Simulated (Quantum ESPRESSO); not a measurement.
# CdS (Hawleyite) (F-43m) in Quantum ESPRESSO: a series of runs, part 2 of 2

Quantum ESPRESSO 7.5.

**3. Phonons, PBE**

pw.in

```
&CONTROL
  calculation = 'scf'
  prefix = 'pwscf'
  outdir = './tmp'
  pseudo_dir = './pseudo'
  tprnfor = .true.
  tstress = .true.
  disk_io = 'low'
/
&SYSTEM
  ibrav = 0
  nat = 2
  ntyp = 2
  ecutwfc = 70
  nbnd = 20
  occupations = 'smearing'
  smearing = 'fd'
  degauss = 0.00367493
/
&ELECTRONS
  conv_thr = 4d-10
  electron_maxstep = 120
  mixing_beta = 0.5
/
ATOMIC_SPECIES
Cd   112.4140 Cd_ONCV_PBE-1.2.upf
S     32.0600 S_ONCV_PBE-1.2.upf
CELL_PARAMETERS angstrom
   0.0000000000    2.9165000000    2.9165000000
   2.9165000000    0.0000000000    2.9165000000
   2.9165000000    2.9165000000    0.0000000000
ATOMIC_POSITIONS crystal
Cd     0.0000000000    0.0000000000    0.0000000000
S      0.7500000000    0.7500000000    0.7500000000
K_POINTS automatic
4 4 4 1 1 1
```

gamma.in

```
&CONTROL
  calculation = 'bands'
  prefix = 'pwscf'
  outdir = './tmp'
  pseudo_dir = './pseudo'
  disk_io = 'low'
  verbosity = 'high'
/
&SYSTEM
  ibrav = 0
  nat = 2
  ntyp = 2
  ecutwfc = 70
  nbnd = 20
  occupations = 'smearing'
  smearing = 'fd'
  degauss = 0.00367493
/
&ELECTRONS
  conv_thr = 1d-08
  electron_maxstep = 120
  mixing_beta = 0.5
  diago_full_acc = .true.
  startingwfc = 'random'
/
ATOMIC_SPECIES
Cd   112.4140 Cd_ONCV_PBE-1.2.upf
S     32.0600 S_ONCV_PBE-1.2.upf
CELL_PARAMETERS angstrom
   0.0000000000    2.9165000000    2.9165000000
   2.9165000000    0.0000000000    2.9165000000
   2.9165000000    2.9165000000    0.0000000000
ATOMIC_POSITIONS crystal
Cd     0.0000000000    0.0000000000    0.0000000000
S      0.7500000000    0.7500000000    0.7500000000
K_POINTS crystal
1
0.0 0.0 0.0 1
```

scf2.in

```
&CONTROL
  calculation = 'scf'
  prefix = 'pwscf'
  outdir = './tmp'
  pseudo_dir = './pseudo'
  tprnfor = .true.
  tstress = .true.
  disk_io = 'low'
/
&SYSTEM
  ibrav = 0
  nat = 2
  ntyp = 2
  ecutwfc = 70
  nbnd = 20
  occupations = 'fixed'
/
&ELECTRONS
  conv_thr = 1d-13
  electron_maxstep = 120
  mixing_beta = 0.5
  startingpot = 'file'
/
ATOMIC_SPECIES
Cd   112.4140 Cd_ONCV_PBE-1.2.upf
S     32.0600 S_ONCV_PBE-1.2.upf
CELL_PARAMETERS angstrom
   0.0000000000    2.9165000000    2.9165000000
   2.9165000000    0.0000000000    2.9165000000
   2.9165000000    2.9165000000    0.0000000000
ATOMIC_POSITIONS crystal
Cd     0.0000000000    0.0000000000    0.0000000000
S      0.7500000000    0.7500000000    0.7500000000
K_POINTS automatic
4 4 4 1 1 1
```

ph.in

```
phonons of CdS
&INPUTPH
  prefix = 'pwscf'
  outdir = './tmp'
  tr2_ph = 1d-18
  fildyn = 'dyn'
  niter_ph = 90
  alpha_mix(1) = 0.7
  epsil = True
/
0.0000000000 0.0000000000 0.0000000000
```

dynmat.in

```
&INPUT
  fildyn = 'dyn'
  asr = 'crystal'
  lperm = .true.
  filout = 'dynmat.disp'
  fileig = 'dynmat.eig'
/
```

dynmat_lo.in

```
&INPUT
  fildyn = 'dyn'
  asr = 'crystal'
  filout = 'dynmat_lo.disp'
  fileig = 'dynmat_lo.eig'
  q(1) = 0
  q(2) = 0
  q(3) = 1
/
```

Potentials or basis: SG15 PBE 1.2.

Started as:

```bash
OMP_NUM_THREADS=1 mpirun -n 4 pw.x -nk 2 -in pw.in > pw.out
OMP_NUM_THREADS=1 mpirun -n 4 pw.x -in gamma.in > gamma.out
OMP_NUM_THREADS=1 mpirun -n 4 pw.x -nk 2 -in scf2.in > scf2.out
OMP_NUM_THREADS=1 mpirun -n 4 ph.x -nk 2 -in ph.in > ph.out
OMP_NUM_THREADS=1 mpirun -n 1 dynmat.x -in dynmat.in > dynmat.out
OMP_NUM_THREADS=1 mpirun -n 1 dynmat.x -in dynmat_lo.in > dynmat_lo.out
```

pw.out:

```text
This program is part of the open-source Quantum ESPRESSO suite
     for quantum simulation of materials; please cite
[... 6 lines left out ...]
     using ibrav=0 with symmetry is DISCOURAGED, use correct ibrav instead

     K-points division:     npool     =       2
     Subspace diagonalization in iterative solution of the eigenvalue problem:
     a serial algorithm will be used

     --------------------
     sticks:   dense  smooth     PW     G-vecs:    dense   smooth      PW
     Min         579     579    174                13232    13232    2139
     Max         580     580    175                13237    13237    2140
     Sum        1159    1159    349                26469    26469    4279

     Using Slab Decomposition

     bravais-lattice index     =            0
     lattice parameter (alat)  =       7.7943  a.u.
     unit-cell volume          =     334.8209 (a.u.)^3
     number of atoms/cell      =            2
     number of atomic types    =            2
     number of electrons       =        26.00
     number of Kohn-Sham states=           20
     kinetic-energy cutoff     =      70.0000  Ry
     charge density cutoff     =     280.0000  Ry
     scf convergence threshold =      4.0E-10
     mixing beta               =       0.5000
     number of iterations used =            8  plain     mixing
     Exchange-correlation= PBE
                           (   1   4   3   4   0   0   0)

     celldm(1)=   7.794277  celldm(2)=   0.000000  celldm(3)=   0.000000
     celldm(4)=   0.000000  celldm(5)=   0.000000  celldm(6)=   0.000000

     crystal axes: (cart. coord. in units of alat)
               a(1) = (   0.000000   0.707107   0.707107 )
               a(2) = (   0.707107   0.000000   0.707107 )
               a(3) = (   0.707107   0.707107   0.000000 )

     reciprocal axes: (cart. coord. in units 2 pi/alat)
               b(1) = ( -0.707107  0.707107  0.707107 )
               b(2) = (  0.707107 -0.707107  0.707107 )
               b(3) = (  0.707107  0.707107 -0.707107 )

     PseudoPot. # 1 for Cd read from file:
     Cd_ONCV_PBE-1.2.upf
     Pseudo is Norm-conserving, Zval = 20.0
     Generated using ONCVPSP code by D. R. Hamann
     Using radial grid of  602 points,  6 beta functions with:
                l(1) =   0
                l(2) =   0
                l(3) =   1
                l(4) =   1
                l(5) =   2
                l(6) =   2

     PseudoPot. # 2 for S  read from file:
     S_ONCV_PBE-1.2.upf
     Pseudo is Norm-conserving, Zval =  6.0
     Generated using ONCVPSP code by D. R. Hamann
     Using radial grid of  602 points,  4 beta functions with:
                l(1) =   0
                l(2) =   0
                l(3) =   1
                l(4) =   1

     atomic species   valence    mass     pseudopotential
     Cd               20.00   112.41400     Cd( 1.00)
     S                 6.00    32.06000     S ( 1.00)

     24 Sym. Ops. (no inversion) found

   Cartesian axes

     site n.     atom                  positions (alat units)
         1        Cd     tau(   1) = (   0.0000000   0.0000000   0.0000000  )
         2        S      tau(   2) = (   1.0606602   1.0606602   1.0606602  )

     number of k points=    10  Fermi-Dirac smearing, width (Ry)=  0.0037
                       cart. coord. in units 2pi/alat
        k(    1) = (   0.0883883   0.0883883   0.0883883), wk =   0.0625000
        k(    2) = (   0.2651650   0.2651650  -0.0883883), wk =   0.1875000
        k(    3) = (  -0.2651650  -0.2651650   0.4419417), wk =   0.1875000
        k(    4) = (  -0.0883883  -0.0883883   0.2651650), wk =   0.1875000
        k(    5) = (   0.4419417   0.0883883   0.0883883), wk =   0.1875000
        k(    6) = (  -0.0883883  -0.4419417   0.6187184), wk =   0.3750000
        k(    7) = (   0.0883883  -0.2651650   0.4419417), wk =   0.3750000
        k(    8) = (  -0.6187184   0.0883883   0.0883883), wk =   0.1875000
        k(    9) = (   0.2651650   0.2651650   0.2651650), wk =   0.0625000
        k(   10) = (  -0.2651650  -0.2651650   0.7954951), wk =   0.1875000

     Dense  grid:    26469 G-vectors     FFT dimensions: (  45,  45,  45)

     Initial potential from superposition of free atoms

     starting charge      25.9552, renormalised to      26.0000
     Starting wfcs are random

     Self-consistent Calculation

     iteration #  1     ecut=    70.00 Ry     beta= 0.50
     Davidson diagonalization with overlap
     ethr =  1.00E-02,  avg # of iterations =  9.4

     Threshold (ethr) on eigenvalues was too large:
     Diagonalizing with lowered threshold

     Davidson diagonalization with overlap
     ethr =  5.71E-04,  avg # of iterations =  1.9

     total energy              =    -331.37591214 Ry
     estimated scf accuracy    <       0.13951962 Ry

     iteration #  2     ecut=    70.00 Ry     beta= 0.50
     Davidson diagonalization with overlap
     ethr =  5.37E-04,  avg # of iterations =  2.1

     total energy              =    -331.41520035 Ry
     estimated scf accuracy    <       0.01150963 Ry

     iteration #  3     ecut=    70.00 Ry     beta= 0.50
     Davidson diagonalization with overlap
     ethr =  4.43E-05,  avg # of iterations =  3.6

     total energy              =    -331.41674691 Ry
     estimated scf accuracy    <       0.00124885 Ry

     iteration #  4     ecut=    70.00 Ry     beta= 0.50
     Davidson diagonalization with overlap
     ethr =  4.80E-06,  avg # of iterations =  3.3

     total energy              =    -331.41686764 Ry
     estimated scf accuracy    <       0.00009382 Ry

     iteration #  5     ecut=    70.00 Ry     beta= 0.50
     Davidson diagonalization with overlap
     ethr =  3.61E-07,  avg # of iterations =  1.6

     total energy              =    -331.41683518 Ry
     estimated scf accuracy    <       0.00005148 Ry

     iteration #  6     ecut=    70.00 Ry     beta= 0.50
     Davidson diagonalization with overlap
     ethr =  1.98E-07,  avg # of iterations =  2.0

     total energy              =    -331.41685029 Ry
     estimated scf accuracy    <       0.00000342 Ry

     iteration #  7     ecut=    70.00 Ry     beta= 0.50
     Davidson diagonalization with overlap
     ethr =  1.32E-08,  avg # of iterations =  2.0

     total energy              =    -331.41685094 Ry
     estimated scf accuracy    <       0.00000006 Ry

     iteration #  8     ecut=    70.00 Ry     beta= 0.50
     Davidson diagonalization with overlap
     ethr =  2.30E-10,  avg # of iterations =  3.5

     total energy              =    -331.41685095 Ry
     estimated scf accuracy    <       0.00000002 Ry

     iteration #  9     ecut=    70.00 Ry     beta= 0.50
     Davidson diagonalization with overlap
     ethr =  6.55E-11,  avg # of iterations =  2.0

     total energy              =    -331.41685095 Ry
     estimated scf accuracy    <          1.7E-09 Ry

     iteration # 10     ecut=    70.00 Ry     beta= 0.50
     Davidson diagonalization with overlap
     ethr =  6.62E-12,  avg # of iterations =  1.0

     End of self-consistent calculation

          k = 0.0884 0.0884 0.0884 (  3323 PWs)   bands (ev):

   -93.6360 -54.6915 -54.6915 -54.6915  -4.5646   0.0294   0.0294   0.0607
     0.4865   0.4865   6.7149   7.6147   7.6147   9.7211  14.0466  14.5100
    14.5100  18.6255  18.6255  19.7420

          k = 0.2652 0.2652-0.0884 (  3328 PWs)   bands (ev):

   -93.6360 -54.6918 -54.6916 -54.6915  -4.3223   0.1079   0.1221   0.3756
     0.4745   0.5418   4.7657   6.5840   7.2855  11.1851  14.0356  14.6192
    14.9826  17.8266  19.3495  20.1035

          k =-0.2652-0.2652 0.4419 (  3308 PWs)   bands (ev):

   -93.6360 -54.6920 -54.6916 -54.6916  -4.1818   0.1395   0.1613   0.4835
     0.5280   0.8745   3.5213   6.5030   6.8050  11.3456  14.0405  15.1586
    15.3628  18.8594  20.1284  20.2678

          k =-0.0884-0.0884 0.2652 (  3320 PWs)   bands (ev):

   -93.6360 -54.6917 -54.6915 -54.6915  -4.4228   0.0811   0.1033   0.1898
     0.4687   0.5123   5.6348   7.0935   7.1515  10.8249  13.3547  14.9688
    15.1941  17.2046  19.1824  20.4447

          k = 0.4419 0.0884 0.0884 (  3323 PWs)   bands (ev):

   -93.6360 -54.6919 -54.6916 -54.6916  -4.2249   0.1802   0.2232   0.3087
     0.5445   0.5998   4.6246   6.2899   6.4400  11.7671  12.5827  15.3767
    16.3258  17.3838  19.9140  22.0125

          k =-0.0884-0.4419 0.6187 (  3310 PWs)   bands (ev):

   -93.6360 -54.6920 -54.6918 -54.6917  -4.0894   0.2148   0.2647   0.4183
     0.5205   1.0437   3.8376   5.3904   6.0326  12.5000  13.2018  15.1670
    16.6164  18.0189  20.3624  21.0768

          k = 0.0884-0.2652 0.4419 (  3314 PWs)   bands (ev):

   -93.6360 -54.6919 -54.6917 -54.6916  -4.1839   0.1662   0.1919   0.4213
     0.5206   0.7764   4.0825   5.9173   6.6819  12.0531  13.5316  14.5462
    16.0258  18.0190  20.5392  20.7721

          k =-0.6187 0.0884 0.0884 (  3308 PWs)   bands (ev):

   -93.6360 -54.6920 -54.6917 -54.6917  -4.0888   0.2243   0.3245   0.3454
     0.5603   0.9195   3.9157   5.6793   6.0148  11.6553  12.4232  16.3677
    17.5372  18.1021  20.3529  21.3416

          k = 0.2652 0.2652 0.2652 (  3314 PWs)   bands (ev):

   -93.6360 -54.6920 -54.6915 -54.6915  -4.2625   0.1159   0.1159   0.5114
     0.5114   0.6076   3.9489   7.0880   7.0880  10.7533  14.7427  14.8316
    14.8316  18.6938  19.2230  19.2230

          k =-0.2652-0.2652 0.7955 (  3297 PWs)   bands (ev):

   -93.6360 -54.6920 -54.6918 -54.6916  -4.1278   0.1743   0.2259   0.4564
     0.5062   0.9837   3.7529   5.4829   6.6056  12.1438  13.5950  15.4183
    15.8421  18.2682  19.0744  21.4950

     the Fermi energy is     8.6719 ev

!    total energy              =    -331.41685095 Ry
     estimated scf accuracy    <          2.6E-10 Ry
     smearing contrib. (-TS)   =      -0.00000000 Ry
     internal energy E=F+TS    =    -331.41685095 Ry

     The total energy is F=E-TS. E is the sum of the following terms:
     one-electron contribution =    -207.03818820 Ry
     hartree contribution      =     106.72510832 Ry
     xc contribution           =     -32.29131258 Ry
     ewald contribution        =    -198.81245849 Ry

     convergence has been achieved in  10 iterations

     Forces acting on atoms (cartesian axes, Ry/au):

     atom    1 type  1   force =    -0.00000000   -0.00000000    0.00000000
     atom    2 type  2   force =     0.00000000    0.00000000    0.00000000

     Total force =     0.000000     Total SCF correction =     0.000000

     Computing stress (Cartesian axis) and pressure

          total   stress  (Ry/bohr**3)                   (kbar)     P=       30.45
   0.00020698  -0.00000000   0.00000000           30.45       -0.00        0.00
   0.00000000   0.00020698   0.00000000            0.00       30.45        0.00
   0.00000000   0.00000000   0.00020698            0.00        0.00       30.45

=------------------------------------------------------------------------------=
   JOB DONE.
=------------------------------------------------------------------------------=
```

It took 5.2 min on 4 MPI ranks of Intel Xeon at 2.50GHz (Skylake/Cascade Lake), shared host; peak memory 0.32 GiB.

What came out:

| Item | Value |
| --- | --- |
| Free energy | -4509.1560 eV |
| Pressure after relaxing | 3.0 GPa |
| Electronic dielectric tensor (diagonal) | 6.18 |
| Born charges (mean of the diagonal) | Cd +2.18; S -2.19 e |
| Highest phonon frequency at Γ, LO-TO splitting left out | 238 cm⁻¹ |
| Static dielectric tensor (diagonal) | 9.51 |

Phonon frequencies in cm⁻¹ (negative: imaginary):
```tsv
q point	frequencies
(0.000, 0.000, 0.000)	-1 -1 -1 238 238 238
```

Electronic dielectric tensor:
```
6.18 0.00 0.00
0.00 6.18 0.00
0.00 0.00 6.18
```

Born effective charge tensors (e):
atom 1, Cd
```
2.18 0.00 0.00
0.00 2.18 0.00
0.00 0.00 2.18
```
atom 2, S
```
-2.19  0.00  0.00
 0.00 -2.19  0.00
 0.00  0.00 -2.19
```

Optical modes at Γ, degenerate ones joined, polar ones without the macroscopic field:
```tsv
cm⁻¹	components	symmetry	active in	IR intensity, summed ((D/Å)²/amu)
238	3	T2	IR and Raman	13.21
```

Zone-centre frequencies without and with the macroscopic field along z (cm⁻¹):
```
                optical modes in rising order
       without                    238 238 238
with the field                    238 238 296
```

Static dielectric tensor, electrons and zone-centre modes:
```
9.51 0.00 0.00
0.00 9.51 0.00
0.00 0.00 9.51
```

Caveat: the mesh is thin for the dielectric tensor, Born charges and intensities, which usually come out too large; the cell is more than 3 GPa from zero pressure, which shifts response properties.
